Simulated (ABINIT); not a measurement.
# Ag (P6_3/mmc) in ABINIT: relaxation of cell and atoms with PBEsol

Aim: the relaxation of cell and atoms of Ag with PBEsol.

Program: ABINIT 10.8.3 (patched build). These are calculated values, not measurements. Logs are shortened: lines on timing, memory, paths and dates and some standing lists are left out, and cuts for length are marked. The log counts tension as positive stress, the text compression.

## 1. The crystal as given

Symmetry: P6_3/mmc, No. 194, hexagonal system. The conventional cell has a = 2.930 Å, b = 2.930 Å, c = 4.790 Å, α = 90.00°, β = 90.00°, γ = 120.00°. Ag (site symmetry -6m2) has 12 Ag at 2.93 Å as nearest neighbours.

This isn't the form of Ag at room conditions, which is fcc.

## 2. Relaxation of cell and atoms, PBEsol

run.abi

```
# Pseudopotentials
pp_dirpath "./"
pseudos "Ag.GGA_PBE-JTH.xml"

# Structure
acell 3*1.0 Angstrom
rprim
     2.9300000000     0.0000000000     0.0000000000
    -1.4650000000     2.5374544331     0.0000000000
     0.0000000000     0.0000000000     4.7900000000
ntypat 1
znucl 47
natom 2
typat 1 1
xred
     0.6666666667     0.3333333333     0.7500000000
     0.3333333333     0.6666666667     0.2500000000
chkprim 0
chksymtnons 0
tolsym 1.0e-6

# Plane-wave basis
ecut 17.0
pawecutdg 34.0
pawxcdev 0

# k points
kptopt 1
ngkpt 10 10 6
nshiftk 1
shiftk 0.0 0.0 0.0

# Exchange and correlation
ixc -116133

# Bands and occupations
nband 15
occopt 3
tsmear 0.05 eV

# SCF cycle
nstep 100
tolvrs 1.0e-9

# Output
iomode 3
prtwf 0
prtden 0
prteig 0
prtebands 0
enunit 1

# Relaxation
ionmov 22
ntime 60
tolmxf 5.0e-5
optcell 2
dilatmx 1.08
ecutsm 0.5
```

Potentials or basis: JTH PAW PBE v2.0.

Launch:

```sh
$ abinit run.abi > log 2>&1
```

run.abo:

```text
.Version 10.8.3 of ABINIT
 Symmetries : space group P6_3/m m c (#194); Bravais hP (primitive hexag.)
================================================================================
 Values of the parameters that define the memory need of the present run
     intxc =       0    ionmov =      22      iscf =      17    lmnmax =      18
     lnmax =       6     mgfft =      40  mpssoang =       3    mqgrid =    3001
     natom =       2  nloc_mem =       2    nspden =       1   nspinor =       1
    nsppol =       1      nsym =      24    n1xccc =       1    ntypat =       1
    occopt =       3   xclevel =       2
       mpw =        1035          nfft =       23040          nkpt =          56
 PAW method is used; the additional fine FFT grid is defined by:
   mgfftf=        54    nfftf =     55296
================================================================================
================================================================================

--------------------------------------------------------------------------------
------------- Echo of variables that govern the present computation ------------
--------------------------------------------------------------------------------
 -outvars: echo values of preprocessed input variables --------
            acell      1.8897261259E+00  1.8897261259E+00  1.8897261259E+00 Bohr
              amu      1.07868200E+02
          chkprim           0
      chksymtnons           0
          dilatmx      1.08000000E+00
             ecut      1.70000000E+01 Hartree
           ecutsm      5.00000000E-01 Hartree
           enunit           1
           ionmov          22
                       outvar_i_n : Printing only first  50 k-points.
              ixc     -116133
                       outvar_i_n : Printing only first  50 k-points.
         kptrlatt       10    0    0      0   10    0      0    0    6
          kptrlen      5.43107289E+01
            natom           2
            nband          15
            ngfft          24      24      40
          ngfftdg          32      32      54
             nkpt          56
            nstep         100
             nsym          24
            ntime          60
           ntypat           1
                       prtocc : prtvol=0, do not print more k-points.
           occopt           3
          optcell           2
        pawecutdg      3.40000000E+01 Hartree
         pawxcdev           0
           prtden           0
        prtebands           0
           prteig           0
            prtwf           0
            rprim      2.9300000000E+00  0.0000000000E+00  0.0000000000E+00
                      -1.4650000000E+00  2.5374544331E+00  0.0000000000E+00
                       0.0000000000E+00  0.0000000000E+00  4.7900000000E+00
          spgroup         194
           tolsym      1.00000000E-06
           tolvrs      1.00000000E-09
           tsmear      1.83746611E-03 Hartree
            typat      1  1
           useylm           1
                       outvars : Printing only first  50 k-points.
           xangst      1.4650000000E+00  8.4581814437E-01  3.5925000000E+00
                       1.2158578251E-17  1.6916362887E+00  1.1975000000E+00
            xcart      2.7684487745E+00  1.5983646452E+00  6.7888411073E+00
                       2.2976382975E-17  3.1967292904E+00  2.2629470358E+00
             xred      6.6666666667E-01  3.3333333333E-01  7.5000000000E-01
                       3.3333333333E-01  6.6666666667E-01  2.5000000000E-01
            znucl       47.00000

================================================================================

 chkinp: Checking input parameters for consistency.

================================================================================
== DATASET  1 ==================================================================

--- !DatasetInfo
iteration_state: {dtset: 1, }
dimensions: {natom: 2, nkpt: 56, mband: 15, nsppol: 1, nspinor: 1, nspden: 1, mpw: 1035, }
cutoff_energies: {ecut:  17.0, pawecutdg:  34.0, }
electrons: {nelect:   2.20000000E+01, charge:   0.00000000E+00, occopt:   3.00000000E+00, tsmear:   1.83746611E-03, }
meta: {optdriver: 0, ionmov: 22, optcell: 2, iscf: 17, paral_kgb: 0, }
...

 Real(R)+Recip(G) space primitive vectors, cartesian coordinates (Bohr,Bohr^-1):
 R(1)=  5.5368975  0.0000000  0.0000000  G(1)=  0.1806066  0.1042732  0.0000000
 R(2)= -2.7684488  4.7950939  0.0000000  G(2)=  0.0000000  0.2085465  0.0000000
 R(3)=  0.0000000  0.0000000  9.0517881  G(3)=  0.0000000  0.0000000  0.1104754
 Unit cell volume ucvol=  2.4032447E+02 bohr^3
 Angles (23,13,12)=  9.00000000E+01  9.00000000E+01  1.20000000E+02 degrees

 Coarse grid specifications (used for wave-functions):

 getcut: wavevector=  0.0000  0.0000  0.0000  ngfft=  24  24  40
         ecut(hartree)=     19.829   => boxcut(ratio)=   2.16238

 Fine grid specifications (used for densities):

 getcut: wavevector=  0.0000  0.0000  0.0000  ngfft=  32  32  54
         ecut(hartree)=     39.658   => boxcut(ratio)=   2.03871

--- Pseudopotential description ------------------------------------------------
- pspini: atom type   1  psp file is ./Ag.GGA_PBE-JTH.xml
 Pseudopotential format is: paw10
 basis_size (lnmax)=  6 (lmn_size= 18), orbitals=   0   0   1   1   2   2
 Spheres core radius: rc_sph= 2.51516130
 Shapefunction is BESSEL type: shapef(r,l)=aa(1,l)*jl(q(1,l)*r)+aa(2,l)*jl(q(2,l)*r)
 Radius for shape functions =  2.20290272
 Compensation charge density is not taken into account in XC energy/potential

   1.77930984E+03                                ecore*ucvol(ha*bohr**3)
--------------------------------------------------------------------------------

================================================================================

=== [ionmov=22] Limited-memory Broyden-Fletcher-Goldfarb-Shanno method
================================================================================

--- Iteration: ( 1/60) Internal Cycle: (1/1)
--------------------------------------------------------------------------------

---SELF-CONSISTENT-FIELD CONVERGENCE--------------------------------------------
[... 566 lines left out ...]
 Difference of energy with previous step (new-old):
           Absolute (Ha)=-3.24748E-07
           Relative     =-4.24705E-09

 At Broyd/MD step   6, gradients are converged :
  max grad (force/stress) = 3.7000E-05 < tolmxf= 5.0000E-05 ha/bohr (free atoms)

================================================================================

 ----iterations are completed or convergence reached----

 Mean square residual over all n,k,spin=   71.887E-12; max=  59.257E-09
 reduced coordinates (array xred) for    2 atoms
       0.666666666667      0.333333333333      0.750000000000
       0.333333333333      0.666666666667      0.250000000000
 rms dE/dt=  2.7755E-28; max dE/dt=  5.3853E-28; dE/dt below (all hartree)
    1       0.000000000000     -0.000000000000      0.000000000000
    2      -0.000000000000      0.000000000000      0.000000000000

 cartesian coordinates (angstrom) at end:
    1      1.43844021856488     0.83048384740541     3.50704344003722
    2      0.00000000000000     1.66096769481082     1.16901448001240

 cartesian forces (hartree/bohr) at end:
    1     -0.00000000000000     0.00000000000000    -0.00000000000000
    2      0.00000000000000    -0.00000000000000    -0.00000000000000
 frms,max,avg= 5.4130424E-29 9.2935403E-29   0.000E+00  0.000E+00  0.000E+00 h/b

 cartesian forces (eV/Angstrom) at end:
    1     -0.00000000000000     0.00000000000000    -0.00000000000000
    2      0.00000000000000    -0.00000000000000    -0.00000000000000
 frms,max,avg= 2.7834983E-27 4.7789306E-27   0.000E+00  0.000E+00  0.000E+00 e/A
 length scales=  5.436516123157  5.436516123176  8.836468817776 bohr
              =  2.876880437130  2.876880437140  4.676057920050 angstroms
 Fermi (or HOMO) energy (eV) =   3.78824   Average Vxc (eV)= -12.63679
 Eigenvalues (   eV  ) for nkpt=  56  k points:
 kpt#   1, nband= 15, wtk=  0.00167, kpt=  0.0000  0.0000  0.0000 (reduced coord)
  -4.15000   -2.67807   -0.99487   -0.91507   -0.91507   -0.66122   -0.66122   -0.32086
  -0.32086    0.75163    0.75163    3.34857    7.54934   19.96495   22.20227
 prteigrs : prtvol=0 or 1, do not print more k-points.

--- !EnergyTerms
iteration_state     : {dtset: 1, itime: 6, icycle: 1, }
comment             : Components of total free energy in Hartree
kinetic             :  2.01754201332623E+01
hartree             :  1.18432999696803E+01
xc                  : -2.43456746476795E+01
Ewald energy        : -7.22656562124703E+01
psp_core            :  7.86684942422230E+00
local_psp           : -3.03905498535352E+01
PAW spherical_terms :  1.06521108619025E+01
internal            : -7.64642003246176E+01
'-kT*entropy'       : -2.20340194088282E-04
total_energy        : -7.64644206648117E+01
total_energy_eV     : -2.08070288478536E+03
...

--- !EnergyTermsDC
iteration_state     : {dtset: 1, itime: 6, icycle: 1, }
comment             : '"Double-counting" decomposition of free energy'
band_energy         : -4.31333475382365E-01
Ewald energy        : -7.22656562124703E+01
psp_core            :  7.86684942422230E+00
xc_dc               : -2.83295204717904E+01
PAW spherical_terms :  1.66954607394811E+01
internal            : -7.64641999959397E+01
'-kT*entropy'       : -2.20340194088282E-04
total_energy_dc     : -7.64644203361338E+01
total_energy_dc_eV  : -2.08070287584158E+03
...

--- !EnergyTermsWithPAWCore
iteration_state     : {dtset: 1, itime: 6, icycle: 1, }
comment             : 'Components of total free energy, including PAW core contributions'
Total energy        : -1.06272627423608E+04
Total energy DC     : -1.06272627420321E+04
Total energy (eV)   : -2.89182551219902E+05
Total energy DC (eV): -2.89182551210959E+05
...

 Cartesian components of stress tensor (hartree/bohr^3)
  sigma(1 1)= -3.70004264E-07  sigma(3 2)=  0.00000000E+00
  sigma(2 2)= -3.70004582E-07  sigma(3 1)=  0.00000000E+00
  sigma(3 3)= -1.34793840E-07  sigma(2 1)=  0.00000000E+00

-Cartesian components of stress tensor (GPa)         [Pressure=  8.5792E-03 GPa]
- sigma(1 1)= -1.08859013E-02  sigma(3 2)=  0.00000000E+00
- sigma(2 2)= -1.08859106E-02  sigma(3 1)=  0.00000000E+00
- sigma(3 3)= -3.96577168E-03  sigma(2 1)=  0.00000000E+00

== END DATASET(S) ==============================================================
================================================================================

 -outvars: echo values of variables after computation  --------
            acell      5.4365161232E+00  5.4365161232E+00  8.8364688178E+00 Bohr
           etotal     -7.6464420336E+01
            fcart     -1.2382218512E-29  9.2935403481E-29 -0.0000000000E+00
                       1.2382218512E-29 -9.2935403481E-29 -0.0000000000E+00
            rprim      1.0000000000E+00  0.0000000000E+00  0.0000000000E+00
                      -5.0000000000E-01  8.6602540379E-01  0.0000000000E+00
                       0.0000000000E+00  0.0000000000E+00  1.0000000000E+00
           strten     -3.7000426397E-07 -3.7000458185E-07 -1.3479383968E-07
                       0.0000000000E+00  0.0000000000E+00  0.0000000000E+00
           xangst      1.4384402186E+00  8.3048384741E-01  3.5070434400E+00
                       5.8205925339E-17  1.6609676948E+00  1.1690144800E+00
             xred      6.6666666667E-01  3.3333333333E-01  7.5000000000E-01
                       3.3333333333E-01  6.6666666667E-01  2.5000000000E-01
 Calculation completed.
```

Run time: 1.7 min. Hardware: 1 thread of Intel Xeon Platinum 8488C (Sapphire Rapids), shared host; peak memory 0.14 GiB.

What came out:

```yaml
Free_energy: -2080.7029 eV
Relaxed_volume: 16.76 Å³/atom
Relaxed_cell: a = 2.877 Å, b = 2.877 Å, c = 4.676 Å, α = 90.00°, β = 90.00°, γ = 120.00°
Space_group_after_relaxing_to_0.05_Å: P6_3/mmc (No. 194)
Energy_gained_by_relaxing: 20.9 meV/atom
Ionic_steps: 6
Pressure_after_relaxing: 0.0 GPa
Band_gap_on_the_k_mesh: none (metal or under the smearing width)
Valence_electrons_inside_the_program's_atomic_spheres: Ag 9.83 (radii [1.331] Å)
```

The path:
```tsv
step	energy change (eV)	largest force (eV/Å)	pressure (GPa)	volume (Å³)
1	0.0000	0.0000	-5.94	35.61
2	-0.0208	0.0000	-4.38	34.97
3	-0.0414	0.0000	0.69	33.32
4	-0.0418	0.0000	-0.05	33.53
5	-0.0418	0.0000	-0.01	33.52
6	-0.0419	0.0000	0.01	33.52
```

Final structure:
```xyz
2
Lattice="2.8769 0.0000 0.0000 -1.4384 2.4915 0.0000 0.0000 0.0000 4.6761" Properties=species:S:1:pos:R:3 pbc="T T T"
Ag    1.4384    0.8305    3.5070
Ag    0.0000    1.6610    1.1690
```

Levels at points of the mesh, in eV from the Fermi level:
| k point | band 7 | band 8 | band 9 | band 10 | band 11 | band 12 | band 13 | band 14 | band 15 |
| --- | --- | --- | --- | --- | --- | --- | --- | --- | --- |
| (0.00, 0.00, 0.00) | -4.45 | -4.11 | -4.11 | -3.04 | -3.04 | -0.44 | 3.76 | 16.18 | 18.41 |
| (0.50, 0.00, 0.00) | -3.82 | -2.91 | -2.83 | -2.76 | 0.09 | 1.58 | 7.04 | 7.27 | 9.61 |
| (0.00, 0.00, 0.50) | -4.57 | -4.57 | -3.36 | -3.36 | -3.36 | -3.36 | 11.43 | 11.43 | 16.59 |
| (0.50, 0.00, 0.50) | -3.10 | -3.10 | -2.82 | -2.82 | 0.72 | 0.72 | 4.69 | 4.69 | 13.83 |

Caveat: the PAW data sets were made with another functional, which shifts forces and pressure a little.
